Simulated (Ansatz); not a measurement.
**NaF: band gap under strain**

Aim: follow the gap of the published phase of NaF through these states: no strain; +4.9 % equal strain in all directions; -5.8 % equal strain in all directions. The table at the end shows which levels were run.

Code: Ansatz 0.2.0. PAW datasets, plane waves. Spin-unpolarised throughout; all numbers are computed.

## Step 1: The system as given

The unstrained cell was relaxed with r2SCAN; in each strained cell the atoms were relaxed again with r2SCAN. Names of k-points are those of the unstrained zone, where strain can split equivalent points. First state: no strain.

Space group Fm-3m (No. 225), cubic; conventional cell a = 4.594 Å, 12.12 Å³ an atom. Near Na stand 6 F at 2.30 Å; near F stand 6 Na at 2.30 Å.

Coordinates:

```cif
data_structure
_symmetry_space_group_name_H-M 'P 1'
_symmetry_Int_Tables_number 1
_cell_length_a 3.2488
_cell_length_b 3.2488
_cell_length_c 3.2488
_cell_angle_alpha 60.000
_cell_angle_beta 60.000
_cell_angle_gamma 60.000
_cell_volume 24.25
loop_
_atom_site_label
_atom_site_type_symbol
_atom_site_fract_x
_atom_site_fract_y
_atom_site_fract_z
_atom_site_occupancy
Na1 Na 0.00000 0.00000 0.00000 1
F1 F 0.50000 0.50000 0.50000 1
```

## Step 2: No strain: PBE

File input.yaml:

```yaml
crystal:
  lattice:
    - [0.0, 2.2972417931, 2.2972417931]
    - [2.2972417931, 0.0, 2.2972417931]
    - [2.2972417931, 2.2972417931, 0.0]
  atoms:
    - { symbol: Na, position: [0.0, 0.0, 0.0] }
    - { symbol: F, position: [0.5, 0.5, 0.5] }
kpoints:
  mp_grid: { grid: [10, 10, 10] }
  band_path:
    path:
      - [0.0, 0.0, 0.0]
      - [0.5, 0.0, 0.5]
      - [0.625, 0.25, 0.625]
      - [0.375, 0.375, 0.75]
      - [0.5, 0.5, 0.5]
      - [0.5, 0.25, 0.75]
    npoints: 1
hamiltonian:
  xc: pbe
scf:
  occupations: { method: fermi_dirac, width: 0.02 }
  n_extra_bands: 4
output:
  forces: true
  stress: true
  eigenvalues: true
```

Run with:

```console
$ ansatz run input.yaml --threads 4 --pin off --max-ram 5529MiB --backend cpu --events-out ev --progress --plain --runs-dir out
```

The runs that follow: No strain: r2SCAN; No strain: HSE06; No strain: G0W0@PBE; +4.9 % equal strain in all directions: PBE; +4.9 % equal strain in all directions: r2SCAN; +4.9 % equal strain in all directions: HSE06; +4.9 % equal strain in all directions: G0W0@PBE; -5.8 % equal strain in all directions: PBE; -5.8 % equal strain in all directions: r2SCAN; -5.8 % equal strain in all directions: HSE06; -5.8 % equal strain in all directions: G0W0@PBE.

What does the calculation give?

The runs gave:

Least gap in eV (negative: overlap), with the change from the unstrained cell in brackets. G0W0 is on its own coarse mesh.

```
                                state  volume change (%)           PBE        r2SCAN         HSE06           G0W0
                            no strain               +0.0          6.46          7.28          8.63          10.62
+4.9 % equal strain in all directions              +15.3  5.73 (-0.73)  6.53 (-0.75)  7.83 (-0.80)   9.73 (-0.89)
-5.8 % equal strain in all directions              -16.3  7.58 (+1.12)  8.44 (+1.16)  9.86 (+1.23)  11.93 (+1.31)
```

What this shows: With HSE06, of the states in the table -5.8 % equal strain in all directions shifts the gap most, by +1.222 eV. PBE and HSE06 differ by 2.18 eV on the unstrained gap, and by at most 0.10 eV on its change: the two disagree on the size of the gap but agree on its response to strain. The G0W0 figures hold for the stated bands, cutoff and mesh and aren't extrapolated.
